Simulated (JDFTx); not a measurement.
Ir:

```
Ir
1.0
     2.75138    0.00000    0.00000
    -1.37569    2.38276    0.00000
     0.00000    0.00000    4.46229
Ir
2
Direct
  0.33333 0.66667 0.25000
  0.66667 0.33333 0.75000
```

This isn't the form of Ir at room conditions, which is fcc.

| Item | Value |
| --- | --- |
| Program | JDFTx 1.7.0 (patched build) |
| Task | relaxation of cell and atoms |
| Functional | PBE |
| Potentials or basis | SG15-PBE-1.2 with smoothed tails |
| Cutoff | 1088 eV |
| Density cutoff | 8708 eV |
| k mesh | 6 × 6 × 3 |
| Occupations | fermi-dirac, width 0.05 eV |
| Spin | no spin polarisation |

At the start: pressure -1.7 GPa; volume 14.63 Å³/atom.

Question: Where does the relaxation end?

Answer: Over 7 steps the energy falls by 9.6 meV/atom and the volume is 14.56 Å³/atom (-0.5 %); space group P6_3/mmc (No. 194, to 0.05 Å).

Step by step:
```csv
step,energy change (eV),largest force (eV/Å),pressure (GPa),volume (Å³)
1,0.0000,0.0000,-1.72,29.25
2,-0.0088,0.0000,-0.73,29.16
3,-0.0189,0.0000,0.70,29.05
4,-0.0191,0.0000,-0.73,29.17
5,-0.0192,0.0000,0.07,29.10
6,-0.0193,0.0000,0.03,29.11
7,-0.0193,0.0000,-0.01,29.11
```

Final structure:
```cif
data_structure
_symmetry_space_group_name_H-M 'P 1'
_symmetry_Int_Tables_number 1
_cell_length_a 2.7708
_cell_length_b 2.7708
_cell_length_c 4.3788
_cell_angle_alpha 90.000
_cell_angle_beta 90.000
_cell_angle_gamma 120.000
_cell_volume 29.11
loop_
_atom_site_label
_atom_site_type_symbol
_atom_site_fract_x
_atom_site_fract_y
_atom_site_fract_z
_atom_site_occupancy
Ir1 Ir 0.33333 0.66667 0.25000 1
Ir2 Ir 0.66667 0.33333 0.75000 1
```

Caveat: the k mesh is coarse (spacing up to 0.47 Å⁻¹), so the values aren't converged.
